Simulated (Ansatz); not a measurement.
# LaGaS3 (model cell, started as cubic perovskite with Ga in the octahedra): a soft mode frozen in, part 2 of 3

Wanted: the energy along a soft mode of LaGaS3 (model cell, started as cubic perovskite with Ga in the octahedra) and the structure at the end.

Ansatz 0.2.0; DFT PBEsol, scalar-relativistic, plane waves, PAW; PAW set soft_1.

So far, highest frequency on the path or at a solved wavevector (cm⁻¹): step 2 (response at finite wavevector) 431. Also lowest frequency on the path (cm⁻¹): step 2 -185.

The structure was built from a prototype and need not be the compound's stable phase.

### Step 3. The mode frozen in, largest atomic shift 0 Å

The mode followed lies at q = (-0.5, -0.5, -0.5) with frequency 185.0i cm⁻¹ and is 3-fold degenerate, the softest among the wavevectors solved. At small amplitude the distorted cell has space group no. 74 by a symmetry search on the positions. The undistorted cell that holds it gives the zero of energy on the same k mesh.

System of this step: LaGaS3 (model cell, started as cubic perovskite with Ga in the octahedra). Symmetry: Pm-3m, No. 221, cubic system. The conventional cell has a = 4.679 Å, b = 4.679 Å, c = 4.679 Å, α = 90.00°, β = 90.00°, γ = 90.00°. Nearest to La lie 12 S at 3.31 Å. Nearest to Ga lie 6 S at 2.34 Å. Nearest to S lie 2 Ga at 2.34 Å and 4 La at 3.31 Å. Farther neighbours and most contacts between anions are not listed.

The input, input.yaml:

```yaml
crystal:
  lattice:
    - [4.6785878409, 4.6785878409, 0.0]
    - [4.6785878409, 0.0, 4.6785878409]
    - [4.6785878409, 0.0, -4.6785878409]
  atoms:
    - { symbol: La, position: [0.0, 0.5, 0.5] }
    - { symbol: La, position: [0.0, 0.0, 1.0] }
    - { symbol: Ga, position: [0.5, 0.25, 0.75] }
    - { symbol: Ga, position: [0.5, 0.75, 0.25] }
    - { symbol: S, position: [0.5, 0.5, 0.5] }
    - { symbol: S, position: [0.5, 0.0, 0.0] }
    - { symbol: S, position: [0.0, 0.5, 0.0] }
    - { symbol: S, position: [0.0, 0.0, 0.5] }
    - { symbol: S, position: [0.5, 0.5, 0.0] }
    - { symbol: S, position: [0.5, 0.0, 0.5] }
kpoints:
  mp_grid: { grid: [8, 8, 8] }
hamiltonian:
  xc: pbesol
  pseudopotentials: { kind: paw, azcp: { folder: soft_1 }, xc_functional: pbe }
scf:
  occupations: { method: methfessel_paxton, width: 0.2 }
output:
  forces: true
  stress: true
  eigenvalues: true
```

Command:

```sh
$ ansatz run input.yaml --threads 8 --pin off --max-ram 16384MiB --backend cpu --events-out ev --progress --plain --runs-dir out
```

Numbers of over 12 decimals in the logs are rounded to 6 here.

Log:

```text
[...]
Crystal: 10 atoms, lattice volume = 204.821 Å³
Basis set: ecut = 420 eV, 4015 PW (Γ), exchange–correlation on 90×90×90 points (8 copies of the dense FFT grid, shifted against one another)
Bands: 52, of which v1, the nominal top of the filled ones, is band 42 counted from 1 (41 counted from 0)
Symmetry: 96 space group operations
[...]
k-points: 29 of 512
[...]
k-point 0: bands = [... 38 lower, 8.9231, 8.9231, 9.3982, 9.3982, 9.3982, 10.6299, 10.6299, 11.0818, ... 6 higher]
  k-point 1: bands = [... 38 lower, 8.7834, 8.7834, 9.2408, 9.2408, 9.3205, 10.7621, 10.7621, 11.0759, ... 6 higher]
  k-point 2: bands = [... 38 lower, 8.7492, 8.9841, 9.0357, 9.0357, 9.1105, 10.9250, 10.9250, 11.0508, ... 6 higher]
  k-point 28: bands = [... 38 lower, 8.2203, 8.2203, 8.4899, 8.4899, 11.0275, 11.0275, 11.0659, 11.0659, ... 6 higher]
[key lines of the parts left out:]
SCF converged after 9 iterations
Free energy (F): -25130.135935 eV
Fermi energy:    9.263430 eV
P = ⅓ Tr σ = 0.0085 GPa (0.085 kbar)
```

Elapsed: 3.9 s, on 8 threads of Arm Neoverse V1, shared host; peak memory 0.96 GiB; 28 s of CPU time.

Numbers from this step:

* pressure: 0.008547 GPa
* energy from the undistorted cell: 0 meV/atom

The run ends at a pressure of 0.01 GPa.

### Step 4. The mode frozen in, largest atomic shift 0.6 Å

The atoms are moved along the unstable eigenvector, the largest shift by 0.6 Å, with the cell fixed.

input.yaml, the sections that differ from step 3:

```yaml
crystal:
  lattice:
    - [4.6785878409, 4.6785878409, 0.0]
    - [4.6785878409, 0.0, 4.6785878409]
    - [4.6785878409, 0.0, -4.6785878409]
  atoms:
    - { symbol: La, position: [0.0, 0.5, 0.5] }
    - { symbol: La, position: [0.0, 0.0, 1.0] }
    - { symbol: Ga, position: [0.5, 0.25, 0.75] }
    - { symbol: Ga, position: [0.5, 0.75, 0.25] }
    - { symbol: S, position: [0.5906820783, 0.4093179217, 0.4093179217] }
    - { symbol: S, position: [0.4093179217, 0.0906820783, 0.0906820783] }
    - { symbol: S, position: [0.0, 0.5453410391, -0.0453410391] }
    - { symbol: S, position: [0.0, -0.0453410391, 0.5453410391] }
    - { symbol: S, position: [0.5, 0.5453410391, -0.0453410391] }
    - { symbol: S, position: [0.5, -0.0453410391, 0.5453410391] }
# kpoints, hamiltonian, scf, output: as in step 3
```

Log:

```text
[...]
Crystal: 10 atoms, lattice volume = 204.821 Å³
Basis set: ecut = 420 eV, 4015 PW (Γ), exchange–correlation on 90×90×90 points (8 copies of the dense FFT grid, shifted against one another)
Bands: 52, of which v1, the nominal top of the filled ones, is band 42 counted from 1 (41 counted from 0)
Symmetry: 8 space group operations
[...]
k-points: 95 of 512
[...]
k-point 0: bands = [... 38 lower, 8.3831, 8.6571, 8.6871, 8.9153, 9.1358, 11.0845, 11.4368, 11.4661, ... 6 higher]
  k-point 1: bands = [... 38 lower, 8.3547, 8.5799, 8.6760, 8.8557, 9.2518, 11.1121, 11.4342, 11.4617, ... 6 higher]
  k-point 2: bands = [... 38 lower, 8.3683, 8.5293, 8.6405, 8.7598, 9.4766, 11.2048, 11.3722, 11.4478, ... 6 higher]
  k-point 94: bands = [... 38 lower, 7.9708, 7.9708, 8.3449, 8.3449, 11.3380, 11.3380, 11.4891, 11.4891, ... 6 higher]
[key lines of the parts left out:]
SCF converged after 10 iterations
Free energy (F): -25131.531035 eV
Fermi energy:    8.935909 eV
P = ⅓ Tr σ = 0.9053 GPa (9.053 kbar)
```

It took 13 s on 8 threads; peak memory 1.3 GiB.

Numbers from this step:

```yaml
pressure: 0.9053 GPa
gap_on_the_k_mesh: 0.2205 eV
energy_from_the_undistorted_cell: -139.7 meV/atom
```

The energy, extrapolated to zero smearing, is -139.73 meV/atom against the undistorted cell.

The run ends at a pressure of 0.91 GPa, with forces up to 1.1 eV/Å.

### Step 5. Energy along the mode, all amplitudes (two of the runs are shown above)

An imaginary frequency means negative curvature, so the energy should fall and then rise again as anharmonic terms take over.

Numbers from this step:

* depth at the lowest point sampled: 139.7 meV/atom
* largest atomic shift at that point: 0.6 Å

The energy from the parent by largest atomic shift:

```csv
largest atomic shift (Å),energy from the parent (meV/atom)
0.000,0
0.040,-1.34
0.080,-5.34
0.140,-16.0
0.220,-37.4
0.320,-70.3
0.450,-112
0.600,-140
```

Displacement at unit largest shift by atom:

```csv
atom,x (Å),y (Å),z (Å),size
La1,0.000,0.000,0.000,0.000
La2,0.000,0.000,0.000,0.000
Ga3,0.000,0.000,0.000,0.000
Ga4,0.000,0.000,0.000,0.000
S5,-0.707,0.707,0.000,1.000
S6,0.707,-0.707,0.000,1.000
S7,0.000,0.000,0.707,0.707
S8,0.000,0.000,-0.707,0.707
S9,0.000,0.000,0.707,0.707
S10,0.000,0.000,-0.707,0.707
```

The lowest of the steps tried is the last one, at 0.6 Å, 140 meV/atom below the parent; the bottom of the well need not coincide with a step.

### Step 6. Relaxation from the frozen mode

Starting from the lowest point found, all atoms and the cell are let go, so that strain and other modes of the same symmetry can join in.

input.yaml: that of step 4 with these lines changed.

```diff
@@ -27 +27,6 @@
   eigenvalues: true
+relax:
+  adjacent_minimum: "off"
+  f_tol: 0.002
+  max_steps: 120
+  cell: { stress_tol: 0.03 }
```

Log:

```text
[...]
Crystal: 10 atoms, lattice volume = 204.821 Å³
Basis set: ecut = 420 eV, 4015 PW (Γ), exchange–correlation on 90×90×90 points (8 copies of the dense FFT grid, shifted against one another)
Bands: 52, of which v1, the nominal top of the filled ones, is band 42 counted from 1 (41 counted from 0)
Symmetry: 8 space group operations
[...]
k-points: 95 of 512
[...]
SCF iter   1: F=—  HF=-25133.243067 eV  |F-HF|=—  |Δ(HF+E_count)|=         —  Δρ=4.54e-2  dr2=7.98e0  ethr=3.10e-3  ⟨swp⟩=6.0  Hψ=18557  notcnv=0
[...]
SCF iter  10: F=-25131.531035 eV  HF=-25131.531035 eV  |F-HF|=2.21e-8  |Δ(HF+E_count)|=   4.59e-7  S|Δr|=    0.00e0  Δρ=2.63e-6  dr2=4.21e-8  ethr=1.19e-10  ⟨swp⟩=17.1  Hψ=37387  notcnv=0
SCF 1 converged in 10 iterations: F = -25131.531035 eV  dr2 = 4.21e-8
[...]
relax step   1: F+E_penalty+E_count = -25131.53103479 eV  Δ(F+E_penalty+E_count) = +0.000e0 eV  max|allowed force component| = 7.441e-1 eV/Å  Δτ_max = 0.0000 Å  P = +0.905 GPa  Ω = 204.821 Å³  (10 SCF iters, dr2 threshold 1.00e-7 eV, accepted)
Crystal: 10 atoms, lattice volume = 203.606 Å³
Basis set: ecut = 420 eV, 3967 PW (Γ), exchange–correlation on 90×90×90 points (8 copies of the dense FFT grid, shifted against one another)
[...]
SCF iter   8: F=-25131.785618 eV  HF=-25131.785618 eV  |F-HF|=8.00e-8  |Δ(HF+E_count)|=   6.21e-7  S|Δr|=    0.00e0  Δρ=5.97e-6  dr2=1.63e-7  ethr=1.19e-9  ⟨swp⟩=16.6  Hψ=31429  notcnv=0
SCF 2 converged in 8 iterations: F = -25131.785618 eV  dr2 = 1.63e-7
relax step   2: F+E_penalty+E_count = -25131.78561778 eV  Δ(F+E_penalty+E_count) = -2.546e-1 eV  max|allowed force component| = 4.043e-1 eV/Å  Δτ_max = 0.1639 Å  P = +2.458 GPa  Ω = 203.606 Å³  energy of the carried Pulay correction = +2.030e-4 eV  (8 SCF iters, dr2 threshold 1.00e-6 eV, accepted)
Crystal: 10 atoms, lattice volume = 209.278 Å³
Basis set: ecut = 420 eV, 4055 PW (Γ), exchange–correlation on 90×90×90 points (8 copies of the dense FFT grid, shifted against one another)
[...]
SCF iter   7: F=-25131.859095 eV  HF=-25131.859095 eV  |F-HF|=1.13e-8  |Δ(HF+E_count)|=   6.97e-7  S|Δr|=    0.00e0  Δρ=6.08e-6  dr2=1.35e-7  ethr=1.19e-9  ⟨swp⟩=15.6  Hψ=30518  notcnv=0
SCF 3 converged in 7 iterations: F = -25131.859095 eV  dr2 = 1.35e-7
relax step   3: F+E_penalty+E_count = -25131.85909520 eV  Δ(F+E_penalty+E_count) = -7.348e-2 eV  max|allowed force component| = 1.349e-1 eV/Å  Δτ_max = 0.0500 Å  P = -0.682 GPa  Ω = 209.278 Å³  energy of the carried Pulay correction = -7.343e-4 eV  (7 SCF iters, dr2 threshold 1.00e-6 eV, accepted)
[...]
relax step   4: F+E_penalty+E_count = -25131.87118488 eV  Δ(F+E_penalty+E_count) = -1.209e-2 eV  max|allowed force component| = 2.597e-2 eV/Å  Δτ_max = 0.0205 Å  P = -0.023 GPa  Ω = 208.149 Å³  energy of the carried Pulay correction = -5.498e-4 eV  (5 SCF iters, dr2 threshold 1.00e-6 eV, accepted)
[...]
relax step   5: F+E_penalty+E_count = -25131.87185289 eV  Δ(F+E_penalty+E_count) = -6.680e-4 eV  max|allowed force component| = 6.336e-3 eV/Å  Δτ_max = 0.0068 Å  P = +0.041 GPa  Ω = 208.194 Å³  energy of the carried Pulay correction = -5.573e-4 eV  (5 SCF iters, dr2 threshold 4.51e-8 eV, accepted)
[...]
relax step   6: F+E_penalty+E_count = -25131.87201156 eV  Δ(F+E_penalty+E_count) = -1.587e-4 eV  max|allowed force component| = 6.214e-3 eV/Å  Δτ_max = 0.0025 Å  P = +0.016 GPa  Ω = 208.319 Å³  energy of the carried Pulay correction = -5.777e-4 eV  (5 SCF iters, dr2 threshold 4.71e-8 eV, accepted)
[...]
relax step   7: F+E_penalty+E_count = -25131.87206736 eV  Δ(F+E_penalty+E_count) = -5.580e-5 eV  max|allowed force component| = 9.838e-4 eV/Å  Δτ_max = 0.0011 Å  P = +0.007 GPa  Ω = 208.366 Å³  energy of the carried Pulay correction = -5.854e-4 eV  (5 SCF iters, dr2 threshold 1.44e-8 eV, accepted)
[...]
SCF iter   6: F=-25131.872675 eV  HF=-25131.872675 eV  |F-HF|=1.24e-10  |Δ(HF+E_count)|=  7.28e-12  S|Δr|=    0.00e0  Δρ=1.65e-7  dr2=1.26e-11  ethr=1.00e-12  ⟨swp⟩=8.0  Hψ=22363  notcnv=0
SCF 8 converged in 6 iterations: F = -25131.872675 eV  dr2 = 1.26e-11
relax step   8: F+E_penalty+E_count = -25131.87267498 eV  Δ(F+E_penalty+E_count) = -6.076e-4 eV  max|allowed force component| = 1.001e-3 eV/Å  Δτ_max = 0.0000 Å  P = +0.008 GPa  Ω = 208.366 Å³  stress off target by 1.43e-2 GPa  SCF on the basis re-selected at this cell (its energy is not comparable with the rows above)  (6 SCF iters)
basis re-selected at this cell: Δ(F+E_penalty+E_count) = -6.076e-4 eV, ΔP = +0.001 GPa vs the last step (what re-selecting the basis moved, of the pressure what is left beyond the Pulay correction that the steps carried, after the strain that the cell walked since its last selection, with what the two solves' SCF thresholds leave and, on support functions, any second-order correction that the steps lacked; it is no m [...]
SCF converged after 6 iterations
[...]
Free energy (F): -25131.872675 eV
[...]
Internal energy: -25131.879094 eV  (E = F + TS)
E sigma→0 (E₀):  -25131.874280 eV
Entropy (-TS):   0.006419 eV (0.642 meV/atom)
Fermi energy:    8.760864 eV
[...]
--- Forces (eV/Å), atoms counted from 1 ---
  atom   1  La    -0.00018006     0.00018006     0.00000000
  atom   2  La     0.00018006    -0.00018006    -0.00000000
  atom   3  Ga    -0.00000000     0.00000000     0.00000000
  atom   4  Ga    -0.00000000     0.00000000     0.00000000
  atom   5  S      0.00026053    -0.00026053     0.00000000
  atom   6  S     -0.00026053     0.00026053    -0.00000000
  atom   7  S      0.00000000     0.00000000     0.00100139
  atom   8  S      0.00000000    -0.00000000    -0.00100139
  atom   9  S      0.00000000     0.00000000     0.00100139
  atom  10  S      0.00000000    -0.00000000    -0.00100139
  max |Σ_I F_I| component: 6.07e-18 eV/Å
--- Stress (GPa, compression-positive) ---
        0.011006       0.003262      -0.000000
        0.003262       0.011006       0.000000
       -0.000000       0.000000       0.000651
  P = ⅓ Tr σ = 0.0076 GPa (0.076 kbar)
--- Band table (eV; the first three rows and the last of 95) ---
  k-point 0: bands = [... 38 lower, 7.9575, 8.2757, 8.6648, 8.6665, 9.0070, 11.1645, 11.2972, 11.3347, ... 6 higher]
  k-point 1: bands = [... 38 lower, 7.8957, 8.1961, 8.5848, 8.6610, 9.1256, 11.1605, 11.2863, 11.3230, ... 6 higher]
  k-point 2: bands = [... 38 lower, 7.9991, 8.1590, 8.4627, 8.5974, 9.3491, 11.1712, 11.2028, 11.3189, ... 6 higher]
  k-point 94: bands = [... 38 lower, 7.5991, 7.5991, 8.1023, 8.1023, 10.9756, 10.9756, 11.3266, 11.3266, ... 6 higher]
--- Relaxed structure (7 steps of the walk, 7 accepted, 1 SCFs on fresh bases) ---
  F+E_penalty+E_count = -25131.87267498 eV   max|allowed force component| = 1.001e-3 eV/Å   (the final SCF, on the basis selected at the relaxed cell)
  cell:  # Å, volume = 208.3660 Å³
    - [4.609352, 4.609352, 0.0]
    - [4.700965, -0.091613, 4.716151]
    - [4.700965, -0.091613, -4.716151]
  atoms:
    - { symbol: La, position: [-0.018779, 0.518779, 0.518779] }
    - { symbol: La, position: [0.018779, -0.018779, 0.981221] }
    - { symbol: Ga, position: [0.5, 0.25, 0.750000] }
    - { symbol: Ga, position: [0.5, 0.750000, 0.25] }
    - { symbol: S, position: [0.597386, 0.402614, 0.402614] }
    - { symbol: S, position: [0.402614, 0.097386, 0.097386] }
    - { symbol: S, position: [0.0, 0.558385, -0.058385] }
    - { symbol: S, position: [0.0, -0.058385, 0.558385] }
    - { symbol: S, position: [0.5, 0.558385, -0.058385] }
    - { symbol: S, position: [0.5, -0.058385, 0.558385] }
```

Wall time 92 s (8 threads); peak memory 1.4 GiB; 12 min of CPU time.

Step by step:

```csv
step,energy less that of the first step (eV),largest force component (eV/Å),pressure (GPa),volume (Å³)
1,0.0000,0.7441,0.91,204.82
2,-0.2546,0.4043,2.46,203.61
3,-0.3281,0.1349,-0.68,209.28
4,-0.3401,0.0260,-0.02,208.15
5,-0.3408,0.0063,0.04,208.19
6,-0.3410,0.0062,0.02,208.32
7,-0.3410,0.0010,0.01,208.37
8*,-0.3416,0.0010,0.01,208.37
```

Relaxation steps marked * repeat the geometry before them on a plane-wave basis chosen anew for their cell, so energy and pressure can jump there.

Forces are held to the 8 operations that the run works with; a distortion that breaks them can't arise in this run.

```csv
"conventional cell, symmetrised",before,after,change
a (Å),6.617,6.519,-1.5 %
b (Å),9.357,9.432,+0.8 %
c (Å),6.617,6.778,+2.4 %
volume (Å³/atom),20.48,20.84,+1.7 %
```

The atoms that moved most (Å, as changes of fractional coordinates times the final cell):

```csv
atom,dx,dy,dz,length
La1,0.090,-0.090,0.000,0.127
La2,-0.090,0.090,0.000,0.127
S10,0.000,0.000,-0.123,0.123
S7,0.000,0.000,0.123,0.123
S9,0.000,0.000,0.123,0.123
S8,0.000,0.000,-0.123,0.123
S5,-0.032,0.032,0.000,0.045
S6,0.032,-0.032,0.000,0.045
```

Final coordinates:

```cif
data_structure
_symmetry_space_group_name_H-M 'P 1'
_symmetry_Int_Tables_number 1
_cell_length_a 6.5186
_cell_length_b 6.6595
_cell_length_c 6.6595
_cell_angle_alpha 90.174
_cell_angle_beta 60.698
_cell_angle_gamma 60.698
_cell_volume 208.37
loop_
_atom_site_label
_atom_site_type_symbol
_atom_site_fract_x
_atom_site_fract_y
_atom_site_fract_z
_atom_site_occupancy
La1 La 0.98122 0.51878 0.51878 1
La2 La 0.01878 0.98122 0.98122 1
Ga3 Ga 0.50000 0.25000 0.75000 1
Ga4 Ga 0.50000 0.75000 0.25000 1
S5 S 0.59739 0.40261 0.40261 1
S6 S 0.40261 0.09739 0.09739 1
S7 S 0.00000 0.55838 0.94162 1
S8 S 0.00000 0.94162 0.55838 1
S9 S 0.50000 0.55838 0.94162 1
S10 S 0.50000 0.94162 0.55838 1
```

Numbers from this step:

```
pressure          : 0.007554 GPa
volume per atom   : 20.84 Å³
gap on the k-mesh : 0.3036 eV
```

The distorted start has space group Imma; the relaxation ends in Imma.

### Step 7. The new phase in its own primitive cell

The relaxed structure is symmetrised, reduced to its primitive cell and relaxed tightly, as its phonons need.

The input, input.yaml:

```yaml
crystal:
  lattice:
    - [-3.2593038617, 4.7161511569, 3.3888646583]
    - [3.2593038617, -4.7161511569, 3.3888646583]
    - [3.2593038617, 4.7161511569, -3.3888646583]
  atoms:
    - { symbol: La, position: [0.2312207311, 0.9812207311, 0.25] }
    - { symbol: La, position: [0.7687792689, 0.0187792689, 0.75] }
    - { symbol: Ga, position: [0.5, 0.5, 0.0] }
    - { symbol: Ga, position: [0.0, 0.5, 0.5] }
    - { symbol: S, position: [0.3473860889, 0.5973860889, 0.75] }
    - { symbol: S, position: [0.6526139111, 0.4026139111, 0.25] }
    - { symbol: S, position: [0.191615179, 0.0, 0.691615179] }
    - { symbol: S, position: [0.808384821, 0.0, 0.308384821] }
    - { symbol: S, position: [0.191615179, 0.5, 0.191615179] }
    - { symbol: S, position: [0.808384821, 0.5, 0.808384821] }
kpoints:
  mp_grid: { grid: [6, 6, 6] }
hamiltonian:
  xc: pbesol
  pseudopotentials: { kind: paw, azcp: { folder: soft_1 }, xc_functional: pbe }
scf:
  occupations: { method: fixed }
output:
  forces: true
  stress: true
  eigenvalues: true
relax:
  adjacent_minimum: "off"
  f_tol: 0.001
  max_steps: 60
  cell: { stress_tol: 0.01 }
```

Log:

```text
[...]
Crystal: 10 atoms, lattice volume = 208.366 Å³
Basis set: ecut = 420 eV, 4055 PW (Γ), exchange–correlation on 90×90×90 points (8 copies of the dense FFT grid, shifted against one another)
Bands: 52, of which v1, the nominal top of the filled ones, is band 42 counted from 1 (41 counted from 0)
Symmetry: 8 space group operations
[...]
k-points: 46 of 216
[...]
- { symbol: La, position: [0.768835, 0.018835, 0.750000] }
    - { symbol: Ga, position: [0.5, 0.5, 0] }
    - { symbol: Ga, position: [0, 0.5, 0.5] }
    - { symbol: S, position: [0.347412, 0.597412, 0.75] }
    - { symbol: S, position: [0.652588, 0.402588, 0.250000] }
    - { symbol: S, position: [0.191597, 0.0, 0.691597] }
    - { symbol: S, position: [0.808403, 0.0, 0.308403] }
    - { symbol: S, position: [0.191597, 0.5, 0.191597] }
    - { symbol: S, position: [0.808403, 0.500000, 0.808403] }
[key lines of the parts left out:]
SCF converged after 6 iterations
Free energy (F): -25131.874845 eV
Fermi energy:    8.694136 eV
P = ⅓ Tr σ = -0.0008 GPa (-0.008 kbar)
```

Wall time 23 s (8 threads); peak memory 1.1 GiB; 2.9 min of CPU time.

Little changed from the start: no atom moved by 0.005 Å and no cell edge by 0.1 %.

Numbers from this step:

```
pressure           : -7.64e-4 GPa
gap on the k-mesh  : 0.3098 eV
direct gap on mesh : 0.3439 eV
```

The largest force component left is 0.18 meV/Å and the pressure is -0.001 GPa, within the tolerances set. The cell now holds 20.84 Å³/atom.

[end of part 2 of 3]

[Logs are printed without paths, hosts, clocks, repeated set-up lines and the standing remarks that a program may print on its own settings, such as how far it seeks lower states.]

[Hosts, paths, dates, database ids (printed as entryN), source tags and the programs' standing remarks are cut or masked in the printed files.]
